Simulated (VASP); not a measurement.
# RbCl (Fm-3m) in VASP: notebook, part 2 of 2

VASP 6.6.1. Earlier steps stand in the parts before.

### 4 Equation of state, PBEsol, 34.39 Å³/atom (volume scaled by 0.98)

INCAR

```
PREC = Accurate ; ENCUT = 520
EDIFF = 1E-7 ; ISMEAR = -1
SIGMA = 0.05 ; LREAL = False
LASPH = True ; NELM = 80
ALGO = Normal ; ISIF = 2
LWAVE = False ; LCHARG = False
GGA = PS ; NBANDS = 15
```

KPOINTS

```
Automatic mesh
0
Gamma
  7 7 7
```

POSCAR

```
RbCl
1.0
    0.0000000000      3.2520261836      3.2520261836
    3.2520261836      0.0000000000      3.2520261836
    3.2520261836      3.2520261836      0.0000000000
Rb Cl
1 1
Direct
    0.0000000000      0.0000000000      0.0000000000
    0.5000000000      0.5000000000      0.5000000000
```

The run is started by

```bash
$ cat potpaw_PBE.64/Rb_sv/POTCAR potpaw_PBE.64/Cl/POTCAR > POTCAR
$ mpirun -np 1 vasp_std > vasp.out
```

Wall time 32 s (1 thread of Intel Xeon Platinum 8375C at 2.90GHz (Ice Lake), shared host); peak memory 0.2 GiB.

The run converged. Its results:

- Free energy: -6.8929 eV
- Pressure: 0.3 GPa
- Band gap on the k mesh: 4.95 eV, direct

Caveat: the PAW data sets were made with another functional, which shifts forces and pressure a little; an odd mesh through Γ misses points on the zone boundary, where band edges often lie.

### 5 Equation of state, PBEsol, 35.80 Å³/atom (volume scaled by 1.02)

INCAR is that of step 4.

KPOINTS is that of step 4.

POSCAR

```
RbCl
1.0
    0.0000000000      3.2956827511      3.2956827511
    3.2956827511      0.0000000000      3.2956827511
    3.2956827511      3.2956827511      0.0000000000
Rb Cl
1 1
Direct
    0.0000000000      0.0000000000      0.0000000000
    0.5000000000      0.5000000000      0.5000000000
```

The run is started by

```bash
$ cat potpaw_PBE.64/Rb_sv/POTCAR potpaw_PBE.64/Cl/POTCAR > POTCAR
$ mpirun -np 1 vasp_std > vasp.out
```

Wall time 34 s (1 thread of Intel Xeon Platinum 8375C at 2.90GHz (Ice Lake), shared host); peak memory 0.2 GiB.

It converged, with:

| Property | Result |
| --- | --- |
| Free energy | -6.8933 eV |
| Pressure | -0.3 GPa |
| Band gap on the k mesh | 4.83 eV, direct |

Caveat: the PAW data sets were made with another functional, which shifts forces and pressure a little; an odd mesh through Γ misses points on the zone boundary, where band edges often lie.

### 6 Equation of state, PBEsol, 36.50 Å³/atom (volume scaled by 1.04)

INCAR is that of step 5.

KPOINTS is that of step 5.

POSCAR

```
RbCl
1.0
    0.0000000000      3.3170838881      3.3170838881
    3.3170838881      0.0000000000      3.3170838881
    3.3170838881      3.3170838881      0.0000000000
Rb Cl
1 1
Direct
    0.0000000000      0.0000000000      0.0000000000
    0.5000000000      0.5000000000      0.5000000000
```

Potentials or basis: VASP PAW PBE potentials, release 64 (Rb_sv, Cl).

The run is started by

```bash
$ cat potpaw_PBE.64/Rb_sv/POTCAR potpaw_PBE.64/Cl/POTCAR > POTCAR
$ mpirun -np 1 vasp_std > vasp.out
```

Run time: 34 s. Hardware: 1 thread of Intel Xeon Platinum 8375C at 2.90GHz (Ice Lake), shared host; peak memory 0.2 GiB.

The run converged. Its results:

```
Free energy            : -6.8894 eV
Pressure               : -0.6 GPa
Band gap on the k mesh : 4.78 eV, direct
```

Caveat: the PAW data sets were made with another functional, which shifts forces and pressure a little; an odd mesh through Γ misses points on the zone boundary, where band edges often lie.

### 7 Equation of state, PBEsol, 37.20 Å³/atom (volume scaled by 1.06)

INCAR is that of step 6.

KPOINTS is that of step 6.

POSCAR

```
RbCl
1.0
    0.0000000000      3.3382123806      3.3382123806
    3.3382123806      0.0000000000      3.3382123806
    3.3382123806      3.3382123806      0.0000000000
Rb Cl
1 1
Direct
    0.0000000000      0.0000000000      0.0000000000
    0.5000000000      0.5000000000      0.5000000000
```

The run is started by

```bash
$ cat potpaw_PBE.64/Rb_sv/POTCAR potpaw_PBE.64/Cl/POTCAR > POTCAR
$ mpirun -np 1 vasp_std > vasp.out
```

Wall time 35 s (1 thread of Intel Xeon Platinum 8375C at 2.90GHz (Ice Lake), shared host); peak memory 0.2 GiB.

Results (log left out):

```
Free energy            : -6.8833 eV
Pressure               : -0.8 GPa
Band gap on the k mesh : 4.72 eV, direct
```

Caveat: the PAW data sets were made with another functional, which shifts forces and pressure a little; an odd mesh through Γ misses points on the zone boundary, where band edges often lie.

### 8 Equation of state, PBEsol

No new run: the results of the series are fitted here.

What came out:

```
Equilibrium volume                      : 35.12 Å³/atom
Bulk modulus                            : 16.5 GPa
Pressure derivative of the bulk modulus : 5.2
```

Energy against volume, from the lowest point:
```tsv
volume (Å³/atom)	energy (meV/atom)
32.989	7.59
33.690	3.28
34.392	0.82
35.094	0.00
35.796	0.64
36.498	2.56
37.200	5.61
```

Caveat: the PAW data sets were made with another functional, which shifts forces and pressure a little.

### 9 Equation of state, PBE, 32.99 Å³/atom (volume scaled by 0.94)

INCAR

```
SYSTEM = RbCl
PREC = Accurate
ENCUT = 520
EDIFF = 1E-7
ISMEAR = -1
SIGMA = 0.05
LREAL = .False.
LASPH = .True.
NELM = 60
ALGO = Normal
ISIF = 2
LWAVE = .False.
LCHARG = .False.
GGA = PE
NBANDS = 15
```

KPOINTS

```
regular mesh
0
Gamma
  7 7 7
  0 0 0
```

POSCAR

```
RbCl
1.0
    0.0000000000      3.2071649199      3.2071649199
    3.2071649199      0.0000000000      3.2071649199
    3.2071649199      3.2071649199      0.0000000000
Rb Cl
1 1
Direct
    0.0000000000      0.0000000000      0.0000000000
    0.5000000000      0.5000000000      0.5000000000
```

Potentials or basis: VASP PAW PBE potentials, release 64 (Rb_sv, Cl).

The run is started by

```bash
$ cat potpaw_PBE.64/Rb_sv/POTCAR potpaw_PBE.64/Cl/POTCAR > POTCAR
$ mpirun -np 1 vasp_std > vasp.out
```

It took 23 s on 1 thread of Intel Xeon Platinum 8488C (Sapphire Rapids), shared host; peak memory 0.19 GiB.

The run converged. Its results:

```
Free energy            : -6.6093 eV
Pressure               : 2.6 GPa
Band gap on the k mesh : 5.26 eV, direct
```

### 10 Equation of state, PBE, 33.69 Å³/atom (volume scaled by 0.96)

INCAR

```
PREC = Accurate ; ENCUT = 520
EDIFF = 1E-7 ; ISMEAR = -1
SIGMA = 0.05 ; LREAL = False
LASPH = True ; NELM = 100
ALGO = Normal ; ISIF = 2
LWAVE = False ; LCHARG = False
GGA = PE ; NBANDS = 15
```

KPOINTS

```
Automatic mesh
0
Gamma
  7 7 7
```

POSCAR

```
RbCl
1.0
    0.0000000000      3.2297513325      3.2297513325
    3.2297513325      0.0000000000      3.2297513325
    3.2297513325      3.2297513325      0.0000000000
Rb Cl
1 1
Direct
    0.0000000000      0.0000000000      0.0000000000
    0.5000000000      0.5000000000      0.5000000000
```

The run is started by

```bash
$ cat potpaw_PBE.64/Rb_sv/POTCAR potpaw_PBE.64/Cl/POTCAR > POTCAR
$ mpirun -np 1 vasp_std > vasp.out
```

Wall time 23 s (1 thread of Intel Xeon Platinum 8488C (Sapphire Rapids), shared host); peak memory 0.2 GiB.

The run converged. Its results:

```yaml
Free_energy: -6.6298 eV
Pressure: 2.1 GPa
Band_gap_on_the_k_mesh: 5.18 eV, direct
```

Caveat: an odd mesh through Γ misses points on the zone boundary, where band edges often lie.

### 11 Equation of state, PBE, 34.39 Å³/atom (volume scaled by 0.98)

INCAR

```
ALGO = Normal
EDIFF = 1E-7
ENCUT = 520
GGA = PE
ISIF = 2
ISMEAR = -1
LASPH = T
LCHARG = F
LREAL = F
LWAVE = F
NBANDS = 15
NELM = 100
PREC = Accurate
SIGMA = 0.05
```

KPOINTS

```
k-points
0
Gamma
  7 7 7
```

POSCAR

```
RbCl
1.0
    0.0000000000      3.2520261836      3.2520261836
    3.2520261836      0.0000000000      3.2520261836
    3.2520261836      3.2520261836      0.0000000000
Rb Cl
1 1
Direct
    0.0000000000      0.0000000000      0.0000000000
    0.5000000000      0.5000000000      0.5000000000
```

The run is started by

```bash
$ cat potpaw_PBE.64/Rb_sv/POTCAR potpaw_PBE.64/Cl/POTCAR > POTCAR
$ mpirun -np 1 vasp_std > vasp.out
```

Wall time 21 s (1 thread of Intel Xeon Platinum 8488C (Sapphire Rapids), shared host); peak memory 0.2 GiB.

Results (log left out):

- Free energy: -6.6460 eV
- Pressure: 1.6 GPa
- Band gap on the k mesh: 5.11 eV, direct

Caveat: an odd mesh through Γ misses points on the zone boundary, where band edges often lie.

### 12 Equation of state, PBE, 35.80 Å³/atom (volume scaled by 1.02)

INCAR

```
PREC = Accurate
ENCUT = 520
EDIFF = 1E-7
ISMEAR = -1
SIGMA = 0.05
LREAL = F
LASPH = T
NELM = 60
ALGO = Normal
ISIF = 2
LWAVE = F
LCHARG = F
GGA = PE
NBANDS = 15
```

KPOINTS

```
regular mesh
0
Gamma
  7 7 7
```

POSCAR

```
RbCl
1.0
    0.0000000000      3.2956827511      3.2956827511
    3.2956827511      0.0000000000      3.2956827511
    3.2956827511      3.2956827511      0.0000000000
Rb Cl
1 1
Direct
    0.0000000000      0.0000000000      0.0000000000
    0.5000000000      0.5000000000      0.5000000000
```

Potentials or basis: VASP PAW PBE potentials, release 64 (Rb_sv, Cl).

The run is started by

```bash
$ cat potpaw_PBE.64/Rb_sv/POTCAR potpaw_PBE.64/Cl/POTCAR > POTCAR
$ mpirun -np 1 vasp_std > vasp.out
```

It took 21 s on 1 thread of Intel Xeon Platinum 8488C (Sapphire Rapids), shared host; peak memory 0.2 GiB.

Results (log left out):

* Free energy: -6.6669 eV
* Pressure: 0.8 GPa
* Band gap on the k mesh: 4.98 eV, direct

Caveat: an odd mesh through Γ misses points on the zone boundary, where band edges often lie.

### 13 Equation of state, PBE, 36.50 Å³/atom (volume scaled by 1.04)

INCAR

```
SYSTEM = RbCl
ALGO = Normal ; EDIFF = 1E-7
ENCUT = 520 ; GGA = PE
ISIF = 2 ; ISMEAR = -1
LASPH = .True. ; LCHARG = .False.
LREAL = .False. ; LWAVE = .False.
NBANDS = 15 ; NELM = 100
PREC = Accurate ; SIGMA = 0.05
```

KPOINTS

```
k-points
0
Gamma
  7 7 7
  0 0 0
```

POSCAR

```
RbCl
1.0
    0.0000000000      3.3170838881      3.3170838881
    3.3170838881      0.0000000000      3.3170838881
    3.3170838881      3.3170838881      0.0000000000
Rb Cl
1 1
Direct
    0.0000000000      0.0000000000      0.0000000000
    0.5000000000      0.5000000000      0.5000000000
```

The run is started by

```bash
$ cat potpaw_PBE.64/Rb_sv/POTCAR potpaw_PBE.64/Cl/POTCAR > POTCAR
$ mpirun -np 1 vasp_std > vasp.out
```

Wall time 20 s (1 thread of Intel Xeon Platinum 8488C (Sapphire Rapids), shared host); peak memory 0.2 GiB.

Results (log left out):

```yaml
Free_energy: -6.6726 eV
Pressure: 0.4 GPa
Band_gap_on_the_k_mesh: 4.92 eV, direct
```

Caveat: an odd mesh through Γ misses points on the zone boundary, where band edges often lie.

### 14 Equation of state, PBE, 37.20 Å³/atom (volume scaled by 1.06)

INCAR

```
SYSTEM = RbCl
PREC     = Accurate       ! precision mode
ENCUT    = 520            ! plane-wave cutoff, eV
EDIFF    = 1E-7           ! SCF threshold, eV
ISMEAR   = -1             ! smearing method
SIGMA    = 0.05           ! smearing width, eV
LREAL    = .False.        ! projectors in reciprocal space
LASPH    = .True.         ! aspherical terms in the spheres
NELM     = 60             ! most SCF steps
ALGO     = Normal         ! electronic algorithm
ISIF     = 2              ! what is computed and relaxed
LWAVE    = .False.        ! write WAVECAR
LCHARG   = .False.        ! write CHGCAR
GGA      = PE             ! functional
NBANDS   = 15             ! bands
```

KPOINTS

```
regular mesh
0
Gamma
  7 7 7
  0 0 0
```

POSCAR

```
RbCl
1.0
    0.0000000000      3.3382123806      3.3382123806
    3.3382123806      0.0000000000      3.3382123806
    3.3382123806      3.3382123806      0.0000000000
Rb Cl
1 1
Direct
    0.0000000000      0.0000000000      0.0000000000
    0.5000000000      0.5000000000      0.5000000000
```

The run is started by

```bash
$ cat potpaw_PBE.64/Rb_sv/POTCAR potpaw_PBE.64/Cl/POTCAR > POTCAR
$ mpirun -np 1 vasp_std > vasp.out
```

It took 20 s on 1 thread of Intel Xeon Platinum 8488C (Sapphire Rapids), shared host; peak memory 0.2 GiB.

It converged, with:

```
Free energy            : -6.6754 eV
Pressure               : 0.1 GPa
Band gap on the k mesh : 4.86 eV, direct
```

Caveat: an odd mesh through Γ misses points on the zone boundary, where band edges often lie.

### 15 Equation of state, PBE

Potentials or basis: VASP PAW PBE potentials, release 64 (Rb_sv, Cl).

This step only gathers the single runs of the series.

What came out:

```yaml
Equilibrium_volume: "37.66 Å³/atom (rough: see the caveat)"
Bulk_modulus: 14.1 GPa (rough)
```

Energy against volume, from the lowest point:
| volume (Å³/atom) | energy (meV/atom) |
| --- | --- |
| 32.989 | 33.06 |
| 33.690 | 22.81 |
| 34.392 | 14.74 |
| 35.094 | 8.62 |
| 35.796 | 4.25 |
| 36.498 | 1.43 |
| 37.200 | 0.00 |

Caveat: the minimum lies outside the volumes run.
